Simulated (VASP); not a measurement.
A run of VASP 6.6.1 is set up as follows.

The input INCAR:

```
SYSTEM = BN
PREC = Accurate ; ENCUT = 520
EDIFF = 1E-7 ; ISMEAR = 0
SIGMA = 0.05 ; LREAL = .FALSE.
LASPH = .TRUE. ; NELM = 100
ALGO = Normal ; ISIF = 2
LWAVE = .FALSE. ; LCHARG = .FALSE.
LDIPOL = .TRUE. ; IDIPOL = 3
DIPOL = 0.5 0.5 0.500 ; GGA = PE
LVHAR = .TRUE. ; LVACPOTAV = .TRUE.
```

Contents of KPOINTS:

```
regular mesh
0
G
  12 12 1
  0 0 0
```

Contents of POSCAR:

```
BN                                      
1.0
    2.5078278373     -0.0000000000     -0.0000000000
   -1.2539139186      2.1718426157     -0.0000000000
    0.0000000000      0.0000000000     27.7402165691
  B               N             
     4     4
Direct
     0.6666666667000030    0.3333333333999988    0.3202959566733614
     0.3333333332999970    0.6666666666000012    0.4401156667729118
     0.6666666667000030    0.3333333333999988    0.5598843332270883
     0.3333333332999970    0.6666666666000012    0.6797040433266385
     0.3333333332999970    0.6666666666000012    0.3202351311481220
     0.6666666667000030    0.3333333333999988    0.4401117933634616
     0.3333333332999970    0.6666666666000012    0.5598882066365385
     0.6666666667000030    0.3333333333999988    0.6797648688518778
```

Potentials or basis: VASP PAW PBE potentials, release 64 (B, N).

Launch:

```sh
$ cat potpaw_PBE.64/B/POTCAR potpaw_PBE.64/N/POTCAR > POTCAR
$ mpirun -np 1 vasp_std > vasp.out
```

(1) What does it give for the band gap on the k mesh?

(2) Estimate the largest force.

(3) Predict the ionisation potential of the upper face.

## Answers

(1) 4.32 eV, indirect (least direct gap 4.67 eV).

(2) 0.055 eV/Å.

(3) 5.86 eV.
